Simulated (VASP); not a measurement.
InSb (rocksalt): gaps by functional in VASP

```cif
data_structure
_symmetry_space_group_name_H-M 'P 1'
_symmetry_Int_Tables_number 1
_cell_length_a 4.3023
_cell_length_b 4.3023
_cell_length_c 4.3023
_cell_angle_alpha 60.000
_cell_angle_beta 60.000
_cell_angle_gamma 60.000
_cell_volume 56.31
loop_
_atom_site_label
_atom_site_type_symbol
_atom_site_fract_x
_atom_site_fract_y
_atom_site_fract_z
_atom_site_occupancy
In1 In 0.00000 0.00000 0.00000 1
Sb1 Sb 0.50000 0.50000 0.50000 1
```

All runs share this cell. Band v is the last that the valence electrons fill when counted band by band, and c is the next. A negative gap between them is a band overlap, as in a metal.

```json
{"level": "PBE", "gap (eV)": "-2.77", "least direct gap (eV)": "0.00", "pressure (GPa)": "1.7"}
{"level": "r²SCAN", "gap (eV)": "-2.89", "least direct gap (eV)": "0.00", "pressure (GPa)": "0.2"}
{"level": "LDA", "gap (eV)": "-2.77", "least direct gap (eV)": "0.00", "pressure (GPa)": "-2.6"}
{"level": "PBEsol", "gap (eV)": "-2.78", "least direct gap (eV)": "0.00", "pressure (GPa)": "-1.1"}
{"level": "PBE with spin–orbit coupling", "gap (eV)": "-2.57", "least direct gap (eV)": "0.00", "pressure (GPa)": "–"}
```
